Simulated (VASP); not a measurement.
## Input and output of a VASP PBE single-point calculation on BN (strained database structure)

INCAR

```
NBANDS = 11
NSW = 0
LREAL = .FALSE.
ENCUT = 520
SIGMA = 0.02
LWAVE = .FALSE.
EDIFF = 1E-7
LASPH = .TRUE.
PREC = Accurate
GGA = PE
ISMEAR = -1
NELM = 120
ISIF = 2
LELF = .TRUE.
LCHARG = .TRUE.
IBRION = -1
```

KPOINTS

```
KPOINTS created by Atomic Simulation Environment
0
Gamma
12 12 12
0 0 0
```

KPOINTS_OPT

```
special points
11
Reciprocal
0.0000000000 0.0000000000 0.0000000000 1
-0.3498629863 -0.3498629863 0.3498361305 1
0.3498630853 -0.6501369147 -0.3498746098 1
0.5000000991 -0.4999999009 -0.5000000989 1
0.5000000991 -0.4999999009 -0.0000000992 1
0.3004652424 -0.6995347576 0.1995194411 1
-0.3004651433 -0.3004651433 0.8004420791 1
0.0000000000 0.0000000000 0.4999999998 1
0.0000000495 -0.4999999505 0.4999807601 1
0.3403722137 -0.6596277863 0.1596155330 1
0.3125000000 0.3151040000 -0.3046870000 1
```

POSCAR

```
B  N
 1.0000000000000000
     2.4882474396999998    0.0027782320000000   -0.2536057765000000
    -1.2344750659999999    2.1604234411999998    0.2536507239000000
    -0.9249797325000000   -0.9087842202999999    3.4370005235000001
 B   N
   1   1
Cartesian
  1.2476557638078134  2.1502945370136128 -0.0217448159331420
  0.3161461530082950 -0.1996417697341652  3.3291889397612882
```

VASP ran with the recommended PBE PAW datasets (8 valence electrons in the cell).

Command

```
mpirun -np 1 vasp_std
```

OSZICAR

```
N       E                     dE             d eps       ncg     rms          rms(c)
DAV:   1     0.138466143980E+02    0.13847E+02   -0.46496E+03 19512   0.685E+02
DAV:   2    -0.185960953814E+02   -0.32443E+02   -0.31136E+02 22715   0.161E+02
DAV:   3    -0.193804137348E+02   -0.78432E+00   -0.78316E+00 23316   0.232E+01
DAV:   4    -0.193828120767E+02   -0.23983E-02   -0.23983E-02 20956   0.142E+00
DAV:   5    -0.193828225236E+02   -0.10447E-04   -0.10447E-04 23255   0.827E-02    0.799E+00
DAV:   6    -0.177734584140E+02    0.16094E+01   -0.52295E+00 21651   0.128E+01    0.365E+00
DAV:   7    -0.176183407993E+02    0.15512E+00   -0.24725E-01 22642   0.372E+00    0.223E+00
DAV:   8    -0.175795529487E+02    0.38788E-01   -0.11734E-01 23299   0.210E+00    0.259E-01
DAV:   9    -0.175799151424E+02   -0.36219E-03   -0.27480E-03 20989   0.425E-01    0.141E-01
DAV:  10    -0.175803319606E+02   -0.41682E-03   -0.54508E-04 21598   0.169E-01    0.247E-02
DAV:  11    -0.175803590119E+02   -0.27051E-04   -0.56057E-05 23142   0.510E-02    0.217E-02
DAV:  12    -0.175803582674E+02    0.74449E-06   -0.10479E-05 21364   0.215E-02    0.194E-03
DAV:  13    -0.175803584087E+02   -0.14130E-06   -0.41207E-07 23017   0.563E-03    0.638E-04
DAV:  14    -0.175803584227E+02   -0.14015E-07   -0.22301E-08 20692   0.101E-03
   1 F= -.17580358E+02 E0= -.17580358E+02  d E =-.389035E-10
       N       E                     dE             ncg
DAV:   1     0.781923388536E+04   -0.41195E+04      250
DAV:   2     0.753364589868E+04   -0.28559E+03      286
DAV:   3     0.752775454843E+04   -0.58914E+01      301
DAV:   4     0.752774066674E+04   -0.13882E-01      263
DAV:   5     0.752774062431E+04   -0.42436E-04      292
DAV:   6     0.752774062413E+04   -0.17843E-06      288
DAV:   7     0.752774062413E+04   -0.86584E-09      273
```

From OUTCAR

```
k-points           NKPTS =    868   k-points in BZ     NKDIM =    868   number of bands    NBANDS=     11

   NELECT =       8.0000    total number of electrons

   dimension x,y,z NGX =    20 NGY =   20 NGZ =   28
   dimension x,y,z NGXF=    40 NGYF=   40 NGZF=   56

  energy-cutoff  :      520.00
  volume of cell :       18.27
      direct lattice vectors                 reciprocal lattice vectors
     2.488247440  0.002778232 -0.253605776     0.419051255  0.219395835  0.170787693
    -1.234475066  2.160423441  0.253650724     0.012092459  0.455266499  0.123632303
    -0.924979732 -0.908784220  3.437000524     0.030028089 -0.017410130  0.294429202

 k-points in reciprocal lattice and weights: KPOINTS created by Atomic Simulation Env
   0.00000000  0.00000000  0.00000000       0.001
   0.08333333  0.00000000 -0.00000000       0.001
  -0.00000000  0.08333333 -0.08333333       0.001
   0.16666667  0.00000000  0.00000000       0.001
   0.00000000  0.16666667 -0.16666667       0.001
   0.25000000 -0.00000000 -0.00000000       0.001
   0.00000000  0.25000000 -0.25000000       0.001
   0.33333333 -0.00000000 -0.00000000       0.001
   ...

 E-fermi :   2.5327

 k-point     1 :       0.0000    0.0000    0.0000
  band No.  band energies     occupation
      1     -15.6457      2.00000
      2      -2.0480      2.00000
      3       0.8544      2.00000
      4       0.8570      2.00000
      5       7.3103      0.00000
      6      13.8337      0.00000
      7      13.8378      0.00000
      8      15.3040      0.00000
      9      16.9119      0.00000
     10      28.0860      0.00000
     11      30.0790      0.00000

 k-point     2 :       0.0833    0.0000   -0.0000
  band No.  band energies     occupation
      1     -15.5020      2.00000
      2      -1.9552      2.00000
      3       0.2939      2.00000
      4       0.5924      2.00000
      5       7.6955      0.00000
      6      13.7550      0.00000
      7      14.4273      0.00000
      8      14.8357      0.00000
      9      17.3517      0.00000
     10      27.9326      0.00000
     11      28.4767      0.00000

 k-point     3 :      -0.0000    0.0833   -0.0833
  band No.  band energies     occupation
      1     -15.5020      2.00000
      2      -1.9552      2.00000
      3       0.2939      2.00000
      4       0.5924      2.00000
      5       7.6955      0.00000
      6      13.7550      0.00000
      7      14.4273      0.00000
      8      14.8357      0.00000
      9      17.3517      0.00000
     10      27.9327      0.00000
     11      28.4768      0.00000

 k-point     4 :       0.1667    0.0000    0.0000
  band No.  band energies     occupation
      1     -15.0807      2.00000
      2      -1.6716      2.00000
      3      -1.0977      2.00000
      4      -0.0473      2.00000
      5       8.6925      0.00000
      6      13.3035      0.00000
      7      13.8427      0.00000
      8      16.0333      0.00000
      9      18.4204      0.00000
     10      24.9653      0.00000
     11      29.1485      0.00000

 k-point     5 :       0.0000    0.1667   -0.1667
  band No.  band energies     occupation
      1     -15.0807      2.00000
      2      -1.6717      2.00000
      3      -1.0977      2.00000
      4      -0.0473      2.00000
      5       8.6926      0.00000
      6      13.3035      0.00000
      7      13.8428      0.00000
      8      16.0333      0.00000
      9      18.4203      0.00000
     10      24.9654      0.00000
     11      28.9908      0.00000

 k-point     6 :       0.2500   -0.0000   -0.0000
  band No.  band energies     occupation
      1     -14.4141      2.00000
      2      -2.8956      2.00000
      3      -1.1104      2.00000
      4      -0.7890      2.00000
      5       9.7773      0.00000
      6      11.8609      0.00000
      7      13.6134      0.00000
      8      18.2952      0.00000
      9      19.7193      0.00000
     10      22.8005      0.00000
     11      28.1743      0.00000

 k-point     7 :       0.0000    0.2500   -0.2500
  band No.  band energies     occupation
      1     -14.4141      2.00000
      2      -2.8956      2.00000
      3      -1.1105      2.00000
      4      -0.7890      2.00000
      5       9.7774      0.00000
      6      11.8610      0.00000
      7      13.6135      0.00000
      8      18.2952      0.00000
      9      19.7192      0.00000
     10      22.8006      0.00000
     11      28.1740      0.00000

 k-point     8 :       0.3333   -0.0000   -0.0000
  band No.  band energies     occupation
      1     -13.5795      2.00000
      2      -4.6581      2.00000
      3      -1.4265      2.00000
      4      -0.3464      2.00000
      5       8.8819      0.00000
      6      11.8392      0.00000
      7      14.0962      0.00000
      8      20.5775      0.00000
      9      20.8070      0.00000
     10      21.8218      0.00000
     11      27.8854      0.00000

 k-point     9 :      -0.0000    0.3333   -0.3333
  band No.  band energies     occupation
      1     -13.5795      2.00000
      2      -4.6581      2.00000
      3      -1.4265      2.00000
      4      -0.3465      2.00000
      5       8.8818      0.00000
      6      11.8394      0.00000
      7      14.0964      0.00000
      8      20.5773      0.00000
      9      20.8070      0.00000
     10      21.8220      0.00000
     11      27.8852      0.00000

 k-point    10 :       0.4167    0.0000    0.0000
  band No.  band energies     occupation
      1     -12.7643      2.00000
      2      -6.0773      2.00000
      3      -1.8450      2.00000
      4       0.5117      2.00000
      5       7.1894      0.00000
      6      12.0609      0.00000
      7      15.5172      0.00000
      8      20.1143      0.00000
      9      22.2757      0.00000
     10      22.9888      0.00000
     11      28.0070      0.00000

 k-point    11 :       0.0000    0.4167   -0.4167
  band No.  band energies     occupation
      1     -12.7643      2.00000
      2      -6.0772      2.00000
      3      -1.8450      2.00000
      4       0.5116      2.00000
      5       7.1893      0.00000
      6      12.0609      0.00000
      7      15.5176      0.00000
      8      20.1146      0.00000
      9      22.2757      0.00000
     10      22.9888      0.00000
     11      28.0070      0.00000

 k-point    12 :       0.5000   -0.0000   -0.0000
  band No.  band energies     occupation
      1     -12.3814      2.00000
      2      -6.6682      2.00000
      3      -1.9898      2.00000
      4       0.9635      2.00000
      5       6.4122      0.00000
      6      12.0728      0.00000
      7      16.4287      0.00000
      8      19.7478      0.00000
      9      22.4444      0.00000
     10      23.9241      0.00000
     11      28.0129      0.00000

 k-point    13 :       0.0000    0.5000    0.5000
  band No.  band energies     occupation
      1     -12.3814      2.00000
      2      -6.6682      2.00000
      3      -1.9898      2.00000
      4       0.9634      2.00000
      5       6.4120      0.00000
      6      12.0729      0.00000
      7      16.4289      0.00000
      8      19.7484      0.00000
      9      22.4443      0.00000
     10      23.9241      0.00000
     11      28.0120      0.00000

 k-point    14 :       0.0000    0.0833   -0.0000
  band No.  band energies     occupation
      1     -15.5077      2.00000
      2      -1.8981      2.00000
      3       0.2881      2.00000
      4       0.5974      2.00000
      5       7.5916      0.00000
      6      13.7672      0.00000
      7      14.4291      0.00000
      8      14.8317      0.00000
      9      17.3439      0.00000
     10      28.1331      0.00000
     11      28.5568      0.00000

 k-point    15 :       0.0833    0.0000   -0.0833
  band No.  band energies     occupation
      1     -15.5077      2.00000
      2      -1.8981      2.00000
      3       0.2881      2.00000
      4       0.5974      2.00000
      5       7.5917      0.00000
      6      13.7672      0.00000
      7      14.4291      0.00000
      8      14.8317      0.00000
      9      17.3439      0.00000
     10      28.1330      0.00000
     11      28.5566      0.00000

 k-point    16 :       0.0833    0.0833    0.0000
  band No.  band energies     occupation
      1     -15.2248      2.00000
      2      -1.7100      2.00000
      3      -0.6298      2.00000
      4       0.0822      2.00000
      5       8.2956      0.00000
      6      13.7479      0.00000
      7      14.0504      0.00000
      8      15.2983      0.00000
      9      18.1545      0.00000
     10      25.7310      0.00000
     11      28.4762      0.00000

 ...

  Total        0.5516418      0.5702062      0.2571027      0.0161202      0.0155025     -0.0267378
  in kB       48.3770327     50.0050586     22.5469931      1.4136884      1.3595174     -2.3448089
  external PRESSURE =      40.3096948 kB  Pullay stress =       0.0000000 kB

 POSITION                                       TOTAL-FORCE (eV/Angst)
 -----------------------------------------------------------------------------------
      0.32268      1.24151      3.41526        -0.002316      0.001379      0.009408
      0.31615     -0.19964      3.32919         0.002316     -0.001379     -0.009408
 -----------------------------------------------------------------------------------
    total drift:                               -0.000167      0.000011     -0.000132

  FREE ENERGIE OF THE ION-ELECTRON SYSTEM (eV)
  ---------------------------------------------------
  free  energy   TOTEN  =       -17.5803584227 eV

  energy  without entropy=      -17.5803584227  energy(sigma->0) =      -17.58035842
```

- gap between bands v and c: 4.20 eV
- least direct gap: 4.68 eV
- pressure: 4.0 GPa

Band v is the last that the valence electrons fill when counted band by band, and c is the next.

The run took about 2.3 min on one core of a shared host (Intel Xeon Platinum 8488C) and held 0.37 GiB at most.
